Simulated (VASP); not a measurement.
# Li2S (Fm-3m) in VASP: notebook

One crystal, Li2S, is run at these levels: PBEsol; tasks: single point.

All numbers are computed with VASP 6.6.1; they aren't measurements. Logs are shortened: lines on timing, memory, paths and dates and some standing lists are left out, and cuts for length are marked.

## Step 1: The crystal as given

The structure is cubic, space group Fm-3m (No. 225). Conventional cell: a = 5.689 Å, b = 5.689 Å, c = 5.689 Å, α = 90.00°, β = 90.00°, γ = 90.00°. Li (site symmetry -43m) has 4 S at 2.46 Å as nearest neighbours. S (site symmetry m-3m) has 8 Li at 2.46 Å as nearest neighbours.

## Step 2: Single point, PBEsol

INCAR reads:

```
SYSTEM = Li2S
ALGO = Normal ; EDIFF = 1E-7
ENCUT = 520 ; GGA = PS
ISIF = 2 ; ISMEAR = 0
LASPH = .True. ; LCHARG = .False.
LREAL = .False. ; LWAVE = .False.
NBANDS = 13 ; NELM = 80
PREC = Accurate ; SIGMA = 0.1
```

KPOINTS reads:

```
k-points
0
Gamma
  6 6 6
  0 0 0
```

POSCAR reads:

```
Li2S
1.0
    0.0000000000      2.8445000000      2.8445000000
    2.8445000000      0.0000000000      2.8445000000
    2.8445000000      2.8445000000      0.0000000000
Li S
2 1
Direct
    0.2500000000      0.2500000000      0.2500000000
    0.7500000000      0.7500000000      0.7500000000
    0.0000000000      0.0000000000      0.0000000000
```

Potentials or basis: VASP PAW PBE potentials, release 64 (Li_sv, S).

Run with:

```console
> cat potpaw_PBE.64/Li_sv/POTCAR potpaw_PBE.64/S/POTCAR > POTCAR
> mpirun -np 1 vasp_std > vasp.out
```

OUTCAR:

```text
SYSTEM = Li2S
   EDIFF = 1E-7
   ENCUT = 520
   GGA = PS
   ISIF = 2
   ISMEAR = 0
   LASPH = .True.
   LREAL = .False.
   NELM = 80
   PREC = Accurate

 ion  position               nearest neighbor table
   1  0.250  0.250  0.250-   3 2.46   3 2.46   3 2.46   3 2.46
   2  0.750  0.750  0.750-   3 2.46   3 2.46   3 2.46   3 2.46
   3  0.000  0.000  0.000-   2 2.46   2 2.46   2 2.46   1 2.46   2 2.46   1 2.46   1 2.46   1 2.46

  LATTYP: Found a face centered cubic cell.
 ALAT       =     5.6890000000

  Lattice vectors:

 A1 = (   0.0000000000,   2.8445000000,   2.8445000000)
 A2 = (   2.8445000000,   0.0000000000,   2.8445000000)
 A3 = (   2.8445000000,   2.8445000000,   0.0000000000)

Analysis of symmetry for initial positions (statically):
=====================================================================
 Subroutine PRICEL returns:
 Original cell was already a primitive cell.

 Routine SETGRP: Setting up the symmetry group for a
 face centered cubic supercell.

 Subroutine GETGRP returns: Found 48 space group operations
 (whereof 48 operations were pure point group operations)
 out of a pool of 48 trial point group operations.

The static configuration has the point symmetry O_h .

Analysis of symmetry for dynamics (positions and initial velocities):
=====================================================================
 Subroutine PRICEL returns:
 Original cell was already a primitive cell.

 Routine SETGRP: Setting up the symmetry group for a
 face centered cubic supercell.

 Subroutine GETGRP returns: Found 48 space group operations
 (whereof 48 operations were pure point group operations)
 out of a pool of 48 trial point group operations.

The dynamic configuration has the point symmetry O_h .

 Subroutine INISYM returns: Found 48 space group operations
 (whereof 48 operations are pure point group operations),
 and found     1 'primitive' translations

----------------------------------------------------------------------------------------

                                     Primitive cell

  volume of cell :      46.0307

  direct lattice vectors                    reciprocal lattice vectors
     0.000000000  2.844500000  2.844500000    -0.175777817  0.175777817  0.175777817
     2.844500000  0.000000000  2.844500000     0.175777817 -0.175777817  0.175777817
     2.844500000  2.844500000  0.000000000     0.175777817  0.175777817 -0.175777817

  length of vectors
     4.022730478  4.022730478  4.022730478     0.304456110  0.304456110  0.304456110

  position of ions in fractional coordinates (direct lattice)
     0.250000000  0.250000000  0.250000000
     0.750000000  0.750000000  0.750000000
     0.000000000  0.000000000  0.000000000

  ion indices of the primitive-cell ions
   primitive index   ion index
                 1           1
                 2           2
                 3           3

----------------------------------------------------------------------------------------

 KPOINTS: k-points

Automatic generation of k-mesh.
 Grid dimensions read from file:
 generate k-points for:    6    6    6

 Generating k-lattice:

  Cartesian coordinates                     Fractional coordinates (reciprocal lattice)
    -0.029296303  0.029296303  0.029296303     0.166666667  0.000000000  0.000000000
     0.029296303 -0.029296303  0.029296303     0.000000000  0.166666667  0.000000000
     0.029296303  0.029296303 -0.029296303     0.000000000  0.000000000  0.166666667

  Length of vectors
     0.050742685  0.050742685  0.050742685

  Shift w.r.t. Gamma in fractional coordinates (k-lattice)
     0.000000000  0.000000000  0.000000000

 Subroutine IBZKPT returns following result:
 ===========================================

 Found     16 irreducible k-points:

 Following reciprocal coordinates:
            Coordinates               Weight
  0.000000  0.000000  0.000000      1.000000
  0.166667  0.000000  0.000000      8.000000
  0.333333  0.000000  0.000000      8.000000
  0.500000  0.000000  0.000000      4.000000
  0.166667  0.166667  0.000000      6.000000
  0.333333  0.166667  0.000000     24.000000
[... 8 lines left out ...]
 -0.333333  0.333333  0.166667     24.000000
 -0.333333  0.500000  0.166667     12.000000
   k-points           NKPTS =     16   k-points in BZ     NKDIM =     16   number of bands    NBANDS=     13
   number of dos      NEDOS =    301   number of ions     NIONS =      3
   total plane-waves  NPLWV =  27000
   dimension x,y,z NGX =    30 NGY =   30 NGZ =   30
   dimension x,y,z NGXF=    60 NGYF=   60 NGZF=   60
   ions per type =               2   1
   NGX,Y,Z   is equivalent  to a cutoff of  12.40, 12.40, 12.40 a.u.
   NGXF,Y,Z  is equivalent  to a cutoff of  24.80, 24.80, 24.80 a.u.
 SYSTEM =  Li2S
   PREC   = accura    normal or accurate (medium, high low for compatibility)
   ISTART =      0    job   : 0-new  1-cont  2-samecut
   ICHARG =      2    charge: 1-file 2-atom 10-const
   ISPIN  =      1    spin polarized calculation?
   LNONCOLLINEAR =      F non collinear calculations
   LSORBIT =      F    spin-orbit coupling
   LASPH  =      T    aspherical Exc in radial PAW
   ENCUT  =  520.0 eV  38.22 Ry    6.18 a.u.   7.48  7.48  7.48*2*pi/ulx,y,z
   NELM   =     80;   NELMIN=  2; NELMDL= -5     # of ELM steps
   EDIFF  = 0.1E-06   stopping-criterion for ELM
   LREAL  =      F    real-space projection
   EDIFFG = 0.1E-05   stopping-criterion for IOM
   NSW    =      0    number of steps for IOM
   IBRION =     -1    ionic relax: 0-MD 1-quasi-New 2-CG
   NFREE  =      0    steps in history (QN), initial steepest desc. (CG)
   ISIF   =      2    stress and relaxation
   ISYM   =      2    0-nonsym 1-usesym 2-fastsym
   POTIM  = 0.5000    time-step for ionic-motion
   TEBEG  =    0.0;   TEEND  =   0.0 temperature during run
   PSTRESS=    0.0 pullay stress
   NELECT =      12.0000    total number of electrons
   NUPDOWN=      -1.0000    fix difference up-down
   EMIN   =  10.00;   EMAX   =-10.00  energy-range for DOS
   EFERMI =   0.00;   METHOD = LEGACY
   ISMEAR =     0;   SIGMA  =   0.10  broadening in eV -4-tet -1-fermi 0-gaus
   EFERMI_NEDOS =   21; number of points for ismear=-14 and -15
   IALGO  =     38    algorithm
   IMIX   =      4    mixing-type and parameters
     AMIX     =   0.40;   BMIX     =  1.00
     AMIX_MAG =   1.60;   BMIX_MAG =  1.00
  volume/ion in A,a.u.               =      15.34       103.54
  Fermi-wavevector in a.u.,A,eV,Ry     =   1.045810  1.976294 14.880934  1.093718
  Thomas-Fermi vector in A             =   2.180621
   LORBIT       =      0    0 simple, 1 ext, 2 COOP (PROOUT), +10 PAW based schemes
   GGA     = PS    functional components
   LHFCALC =     F    Hartree Fock is set to
   AEXX    =    0.0000 exact exchange contribution
   IVDW    =     0    specifies the selected vdW correction
   LEPSILON=     F    determine dielectric tensor
   LRPA    =     F    only Hartree local field effects (RPA)
 non-spin polarized calculation
 Gauss-broadening in eV      SIGMA  =   0.10
  energy-cutoff  :      520.00
  volume of cell :       46.03
 maximum number of plane-waves:      1258
 NGX is ok and might be reduce to    30
   NGX = 15   NGY = 15   NGZ = 15

 number of electron      11.9999991 magnetization

 Free energy of the ion-electron system (eV)
  ---------------------------------------------------
  ext. energy  EPLUGINS =         0.00000000
  ---------------------------------------------------
  free energy    TOTEN  =       -12.37407906 eV

  energy without entropy =      -12.37407906  energy(sigma->0) =      -12.37407906

 E-fermi :   2.0120     XC(G=0):  -8.6571

 val. band max:        1.4430677190   @ k =   0.0000   0.0000   0.0000
 cond. band min:       4.6593811707   @ k =   0.5000   0.5000   0.0000
 fundamental gap:      3.2163134517
 Fermi energy:         2.0120355388

 k-point     1 :       0.0000    0.0000    0.0000
  band No.  band energies     occupation
      1     -42.0490      2.00000
      2     -42.0024      2.00000
      3      -9.5878      2.00000
      4       1.4431      2.00000
      5       1.4431      2.00000
      6       1.4431      2.00000
      7       5.5746      0.00000
      8       7.5943      0.00000
      9       7.5943      0.00000
     10       7.5943      0.00000
     11      12.5881      0.00000
     12      12.5881      0.00000
     13      13.7359      0.00000

 k-point     2 :       0.1667    0.0000    0.0000
  band No.  band energies     occupation
      1     -42.0457      2.00000
      2     -42.0053      2.00000
      3      -9.4881      2.00000
      4       0.4626      2.00000
      5       1.2930      2.00000
      6       1.2930      2.00000
      7       6.2514      0.00000
      8       7.9702      0.00000
      9       7.9702      0.00000
     10       8.2059      0.00000
     11      11.3115      0.00000
     12      11.3115      0.00000
     13      14.0036      0.00000

 k-point     3 :       0.3333    0.0000    0.0000
  band No.  band energies     occupation
      1     -42.0366      2.00000
      2     -42.0134      2.00000
      3      -9.2680      2.00000
      4      -0.9247      2.00000
      5       1.0369      2.00000
      6       1.0369      2.00000
      7       7.0884      0.00000
      8       8.1095      0.00000
      9       8.1095      0.00000
     10       9.2872      0.00000
     11      11.8015      0.00000
     12      11.8015      0.00000
     13      14.7535      0.00000
[... 177 lines left out ...]
 k-point    15 :      -0.3333    0.3333    0.1667
  band No.  band energies     occupation
      1     -42.0245      2.00000
      2     -42.0245      2.00000
      3      -9.0417      2.00000
      4      -0.9693      2.00000
      5      -0.1349      2.00000
      6       0.2391      2.00000
      7       6.9581      0.00000
      8       8.2551      0.00000
      9      10.3888      0.00000
     10      10.8741      0.00000
     11      11.1415      0.00000
     12      13.0917      0.00000
     13      14.7686      0.00000

 k-point    16 :      -0.3333    0.5000    0.1667
  band No.  band energies     occupation
      1     -42.0283      2.00000
      2     -42.0205      2.00000
      3      -9.0086      2.00000
      4      -0.5938      2.00000
      5      -0.2876      2.00000
      6      -0.2229      2.00000
      7       5.9745      0.00000
      8       9.3422      0.00000
      9       9.6986      0.00000
     10      11.4874      0.00000
     11      12.8346      0.00000
     12      13.7729      0.00000
     13      14.0628      0.00000

------------------------ aborting loop because EDIFF is reached ----------------------------------------

  FORCE on cell =-STRESS in cart. coord.  units (eV):
  Direction    XX          YY          ZZ          XY          YZ          ZX
  --------------------------------------------------------------------------------------
  -------------------------------------------------------------------------------------
  Total       -0.2130822     -0.2130822     -0.2130822      0.0000000     -0.0000000      0.0000000
  in kB       -7.4166869     -7.4166869     -7.4166869      0.0000000     -0.0000000      0.0000000
  external PRESSURE =      -7.4166869 kB  Pullay stress =       0.0000000 kB

 VOLUME and BASIS-vectors are now :
 -----------------------------------------------------------------------------
  energy-cutoff  :      520.00
  volume of cell :       46.03
      direct lattice vectors                 reciprocal lattice vectors
     0.000000000  2.844500000  2.844500000    -0.175777817  0.175777817  0.175777817
     2.844500000  0.000000000  2.844500000     0.175777817 -0.175777817  0.175777817
     2.844500000  2.844500000  0.000000000     0.175777817  0.175777817 -0.175777817

 POSITION                                       TOTAL-FORCE (eV/Angst)
 -----------------------------------------------------------------------------------
      1.42225      1.42225      1.42225         0.000000      0.000000      0.000000
      4.26675      4.26675      4.26675        -0.000000     -0.000000     -0.000000
      0.00000      0.00000      0.00000         0.000000      0.000000      0.000000
 -----------------------------------------------------------------------------------
    total drift:                                0.000000     -0.000000      0.000000

  FREE ENERGIE OF THE ION-ELECTRON SYSTEM (eV)
  ---------------------------------------------------
  free  energy   TOTEN  =       -12.3740790559 eV

  energy  without entropy=      -12.3740790559  energy(sigma->0) =      -12.37407906
```

It took 16 s on 1 thread of Intel Xeon Platinum 8488C (Sapphire Rapids), shared host; peak memory 0.15 GiB.

What came out:

- Free energy: -12.3741 eV
- Band gap on the k mesh: 3.22 eV, indirect (least direct gap 4.13 eV)

Levels at points of the mesh, in eV from the valence-band top:
| k point | band 3 | band 4 | band 5 | band 6 | band 7 | band 8 | band 9 | band 10 |
| --- | --- | --- | --- | --- | --- | --- | --- | --- |
| (0.00, 0.00, 0.00) | -11.03 | 0.00 | 0.00 | 0.00 | 4.13 | 6.15 | 6.15 | 6.15 |
| (0.50, 0.00, 0.00) | -10.59 | -2.94 | -0.52 | -0.52 | 6.03 | 6.48 | 6.48 | 8.26 |
| (0.50, 0.50, 0.00) | -10.46 | -2.20 | -1.45 | -1.45 | 3.22 | 7.05 | 11.00 | 11.00 |

Caveat: the cutoff is under 1.25 times the usual one of these potentials, so pressure, stress and relaxed cells hold a basis-set (Pulay) error; the PAW data sets were made with another functional, which shifts forces and pressure a little. A k mesh can miss the band edges.

## Step 3: Single point, PBEsol (cell and atoms relaxed tightly for response)

INCAR reads:

```
SYSTEM = Li2S
ALGO     = Normal         ! electronic algorithm
EDIFF    = 1E-6           ! SCF threshold, eV
ENCUT    = 520            ! plane-wave cutoff, eV
GGA      = PS             ! functional
ISIF     = 2              ! what is computed and relaxed
ISMEAR   = 0              ! smearing method
LASPH    = .True.         ! aspherical terms in the spheres
LCHARG   = .True.         ! write CHGCAR
LELF     = .True.         ! ELF
LREAL    = .False.        ! projectors in reciprocal space
LVHAR    = .True.       
LWAVE    = .False.        ! write WAVECAR
NBANDS   = 13             ! bands
NELM     = 100            ! most SCF steps
PREC     = Accurate       ! precision mode
SIGMA    = 0.01           ! smearing width, eV
```

KPOINTS reads:

```
k-points
0
Gamma
  8 8 8
  0 0 0
```

POSCAR reads:

```
Li2S
1.0
    0.0000000000      2.8273141368      2.8273141368
    2.8273141368      0.0000000000      2.8273141368
    2.8273141368      2.8273141368      0.0000000000
Li S
2 1
Direct
    0.2500000000      0.2500000000      0.2500000000
    0.7500000000      0.7500000000      0.7500000000
    0.0000000000      0.0000000000      0.0000000000
```

Potentials or basis: VASP PAW PBE potentials, release 64 (Li_sv, S).

Run with:

```console
> cat potpaw_PBE.64/Li_sv/POTCAR potpaw_PBE.64/S/POTCAR > POTCAR
> mpirun -np 1 vasp_std > vasp.out
```

Run time: 20 s. Hardware: 1 thread of Intel Xeon Platinum 8488C (Sapphire Rapids), shared host; peak memory 0.16 GiB.

It converged, with:

- Free energy: -12.3754 eV
- Band gap on the k mesh: 3.20 eV, indirect (least direct gap 4.22 eV)

Levels at points of the mesh, in eV from the valence-band top:
```tsv
k point	band 4	band 5	band 6	band 7	band 8	band 9
(0.00, 0.00, 0.00)	0.00	0.00	0.00	4.22	6.16	6.16
(0.50, 0.00, 0.00)	-3.00	-0.53	-0.53	6.12	6.49	6.49
(0.50, 0.50, 0.00)	-2.24	-1.49	-1.49	3.20	7.09	11.13
```

Caveat: the cutoff is under 1.25 times the usual one of these potentials, so pressure, stress and relaxed cells hold a basis-set (Pulay) error; the PAW data sets were made with another functional, which shifts forces and pressure a little.
